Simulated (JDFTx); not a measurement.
Runs of JDFTx 1.7.0 (patched build) on Au. Symmetry: Fm-3m, No. 225, cubic system. The conventional cell has a = 4.070 Å, b = 4.070 Å, c = 4.070 Å, α = 90.00°, β = 90.00°, γ = 90.00°. Au (site symmetry m-3m) is surrounded by 12 Au at 2.88 Å. 

```csv
task,level,potentials or basis,cutoff (eV),local potential set to -Z/r beyond,SCF threshold on the energy,pseudo rcut,further solve for the empty bands,gap on the mesh (eV),pressure (GPa),V0 of scaled cells (Å³/atom),B0 (GPa)
equation of state,PBEsol,PseudoDojo-SR-PBEsol-0.4.1-standard with smoothed tails,1034,6 bohr,1e-09 Ha,6,-,-,-,(b),176
single point,PBEsol,PseudoDojo-SR-PBEsol-0.4.1-standard with smoothed tails,1034,6 bohr,1e-09 Ha,6,yes,none,(a),-,-
equation of state,LDA,PseudoDojo-SR-LDA-0.4.1-standard with smoothed tails,871,6 bohr,1e-09 Ha,6,-,-,-,16.54,196
equation of state,r2SCAN,SG15-PBE-1.2 with smoothed tails,1088,6 bohr,1e-09 Ha,6,-,-,-,17.47,(c)
single point,PBE,PseudoDojo-SR-PBE-0.5-standard,1034,-,1e-08 Ha,-,yes,none,10.3,-,-
```

Alike in all rows: no spin polarisation; cell as given; k mesh 11 × 11 × 11; smearing fermi-dirac 0.05 eV.

Problem. Estimate the missing entries.

Solution. (a) 1.2; (b) 16.97; (c) 159.

Caveats: the potentials were made for another functional, which shifts forces and pressure (some runs).

A k mesh can miss the band edges, and the runs leave out spin-orbit coupling on Au.

A gap of «none» marks a metal or a gap under the smearing width.

Not every run made on this cell is shown here.
